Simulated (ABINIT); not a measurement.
Wanted: the native input for an ABINIT 10.8.3 (patched build) run.

- Task: single point
- Functional: PBE
- Potentials or basis: JTH PAW PBE v2.0
- Cutoff: 626 eV
- k mesh: 10 × 10 × 10
- Occupations: fermi-dirac, width 0.05 eV
- Spin: no spin polarisation
- Fine-grid cutoff: 1224.51 eV
- Exchange and correlation inside the PAW spheres: full angular mesh (pawxcdev 0, this build's default; the released program takes 1)

The structure of CaO lies in POSCAR:

```
CaO
1.0
    0.0000000000      2.4035556960      2.4035556960
    2.4035556960      0.0000000000      2.4035556960
    2.4035556960      2.4035556960      0.0000000000
Ca O
1 1
Direct
    0.0000000000      0.0000000000      0.0000000000  Ca
    0.5000000000      0.5000000000      0.5000000000  O
```

The cell is a database's computed one.

The input as run:

run.abi

```
pp_dirpath "./"
pseudos "Ca.GGA_PBE-JTH.xml, O.GGA_PBE-JTH.xml"

structure "poscar:POSCAR"
natom 2

ecut 23.0
pawecutdg 45.0

kptopt 1
ngkpt 10 10 10
nshiftk 1
shiftk 0.0 0.0 0.0

ixc 11

nband 12
occopt 3
tsmear 0.05 eV

nstep 100
tolvrs 1.0e-9

iomode 3
prtwf 0
prtden 0
prteig 0
prtebands 0
```

Potentials or basis: JTH PAW PBE v2.0.

Launch:

```bash
$ abinit run.abi > log 2>&1
```

Results of the run:

```json
{"Pressure": "1.5 GPa", "Band gap on the k mesh": "3.65 eV, indirect (least direct gap 4.02 eV)", "Valence electrons inside the program's atomic spheres": "Ca 7.46; O 4.55"}
```

Wall time 17 s on 1 thread of Intel(R) Xeon(R) Platinum 8488C (Sapphire Rapids), on a shared host, peak memory 0.11 GiB.
